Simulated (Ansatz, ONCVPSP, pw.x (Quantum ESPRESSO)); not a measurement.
# pw.x on fcc W: one setting changed

Potential: optimised norm-conserving Vanderbilt (ONCV), ONCVPSP 4.0.1.1 (patched build), PBE; core [Xe] 4f14, reference 5d4 6s2; waves: 6s: rc 2.75 bohr, ncon 4, nbas 9, qcut 2.1 1/bohr, 2 projectors, debl 3.7 Ha; p scattering state at 0.42 Ha: rc 2.90 bohr, ncon 4, nbas 9, qcut 2.7 1/bohr, 2 projectors, debl 2.7 Ha; 5d: rc 3.56 bohr, ncon 5, nbas 10, qcut 6.1 1/bohr, 2 projectors, debl 1.2 Ha; local part: polynomial inside 2.40 bohr (lpopt 5, dvloc0 2 Ha); core correction: none. In the p channel the program set the typed energies aside and used 0.050, 2.750 Ha.

The reference run (k-mesh 14³, cutoffs 70/280 Ry, Fermi–Dirac 0.01 Ry, mixing_beta 0.4, conv_thr 1e-9, no spin) gives 0.44 GPa at 16.478 Å³/atom, where all-electron LAPW gives -0.06 GPa. This run, with its own iteration cap, changes degauss to 0.005.

```
&control
  calculation='scf', prefix='x', pseudo_dir='./', outdir='./tmp', tstress=.true., disk_io='none'
/
&system
  ibrav=0, nat=1, ntyp=1, ecutwfc=70, ecutrho=280, nbnd=10,
  occupations='smearing', smearing='fd', degauss=0.005
/
&electrons
  conv_thr=1e-09, mixing_beta=0.4, electron_maxstep=70
/
ATOMIC_SPECIES
W 1.0 W.UPF
CELL_PARAMETERS angstrom
  0.00000000 2.01972156 2.01972156
  2.01972156 0.00000000 2.01972156
  2.01972156 2.01972156 0.00000000
ATOMIC_POSITIONS crystal
W 0.0000 0.0000 0.0000
K_POINTS automatic
14 14 14 0 0 0
```

```bash
pw.x < W.scf.in > W.scf.out
```

How does the run end?

It converges in 8 iterations; the free energy moves by +28.0 meV/atom and the pressure by -0.33 GPa. In a metal, with Fermi–Dirac smearing, F lies below its zero-width value by a term in the square of the width.

```
Message from routine setup:
     using ibrav=0 with symmetry is DISCOURAGED, use correct ibrav instead
     lattice parameter (alat)  =       5.3977  a.u.
     unit-cell volume          =     111.1991 (a.u.)^3
     number of electrons       =         6.00
     number of Kohn-Sham states=           10
     kinetic-energy cutoff     =      70.0000  Ry
     charge density cutoff     =     280.0000  Ry
     scf convergence threshold =      1.0E-09
     Exchange-correlation= PBE
     number of k points=   104  Fermi-Dirac smearing, width (Ry)=  0.0050
     iteration #  1     ecut=    70.00 Ry     beta= 0.40
     total energy              =     -15.26005412 Ry
     estimated scf accuracy    <       0.03997643 Ry
     iteration #  2     ecut=    70.00 Ry     beta= 0.40
     total energy              =     -15.25755614 Ry
     estimated scf accuracy    <       0.00864656 Ry
     iteration #  3     ecut=    70.00 Ry     beta= 0.40
     total energy              =     -15.25852895 Ry
     estimated scf accuracy    <       0.00011201 Ry
     [... 2 iterations left out ...]
     iteration #  6     ecut=    70.00 Ry     beta= 0.40
     total energy              =     -15.25855394 Ry
     estimated scf accuracy    <          4.2E-09 Ry
     iteration #  7     ecut=    70.00 Ry     beta= 0.40
     total energy              =     -15.25855395 Ry
     estimated scf accuracy    <          1.2E-09 Ry
     iteration #  8     ecut=    70.00 Ry     beta= 0.40
     the Fermi energy is    14.6575 ev
!    total energy              =     -15.25855395 Ry
     estimated scf accuracy    <          8.4E-12 Ry
     smearing contrib. (-TS)   =      -0.00145657 Ry
     The total energy is F=E-TS. E is the sum of the following terms:
     one-electron contribution =      10.26504639 Ry
     hartree contribution      =       0.12628296 Ry
     xc contribution           =      -4.02580194 Ry
     ewald contribution        =     -21.62262478 Ry
     convergence has been achieved in   8 iterations
          total   stress  (Ry/bohr**3)                   (kbar)     P=        1.12
     Message from routine punch:
     Nothing written, as per user request (disk_io='none')
```

The run took about 16 s on one core of a shared host (Neoverse-V1, 32 threads, 247 GiB, load 22).
